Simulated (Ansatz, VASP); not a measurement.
Re in VASP and in Ansatz

```
Re
1.0
     2.58816    0.00000    0.00000
     0.00000    2.58816    0.00000
     0.00000    0.00000    2.58816
Re
1
Direct
  0.00000 0.00000 0.00000
```

Alike in both runs: task single point; functional revPBE; k mesh 14 × 14 × 14; occupations fermi-dirac, width 0.1 eV; no spin polarisation.

|  | VASP | Ansatz |
| --- | --- | --- |
| version | VASP 6.6.1 | Ansatz 0.2.0 |
| potentials or method | VASP PAW PBE potentials, release 64 (Re) | plane waves (420 eV) with PAW, scalar-relativistic |
| plane-wave cutoff (eV) | 520 | 420 |
| valence electrons in the cell | 7 | 15 |

```csv
,VASP,Ansatz,Ansatz less VASP
pressure (GPa),-1.7,-0.6,+1.11
```

The two sets of potentials don't hold the same shells in valence.

Caveats: the PAW data sets were made with another functional, which shifts forces and pressure a little (VASP). Spin-orbit coupling is left out, which matters for the levels of Re.
